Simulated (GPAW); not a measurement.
Here is a GPAW 26.7.0 calculation.

File run.py:

```python
from ase.dft.bandgap import bandgap
from ase.io import read, write
from gpaw import GPAW, PW

atoms = read('POSCAR')

calc = GPAW(mode=PW(600),
            xc={'name': 'vdW-DF2', 'backend': 'libvdwxc'},
            kpts={'size': (11, 11, 11), 'gamma': True},
            occupations={'name': 'fermi-dirac', 'width': 0.05},
            nbands=18,
            convergence={'density': 1e-05, 'energy': 1e-05},
            maxiter=150,
            txt='gpaw.txt')
atoms.calc = calc
energy = atoms.get_potential_energy()
forces = atoms.get_forces()
calc.write('gs.gpw')
write('result.traj', atoms)
print(f'Energy: {energy:.6f} eV')
print('Forces (eV/A):')
print(forces.round(4))
print('Fermi level:', round(calc.get_fermi_level(), 4), 'eV')
print(f'Gap: {bandgap(calc)[0]:.4f} eV, direct: {bandgap(calc, direct=True)[0]:.4f} eV')
```

The input POSCAR:

```
Ag
1.0
   -1.6556540000      1.6556540000      1.6556540000
    1.6556540000     -1.6556540000      1.6556540000
    1.6556540000      1.6556540000     -1.6556540000
Ag
1
Direct
    0.0000000000      0.0000000000      0.0000000000
```

Potentials or basis: GPAW PAW data sets (gpaw-data 1.2.1), pw.

The run is started by

```console
$ OMP_NUM_THREADS=1 python run.py
```

(1) What does it give for the band gap on the k mesh?

Results:

(1) none (metal or under the smearing width).

Caveat: the PAW data sets were made with another functional, which shifts forces and pressure a little.
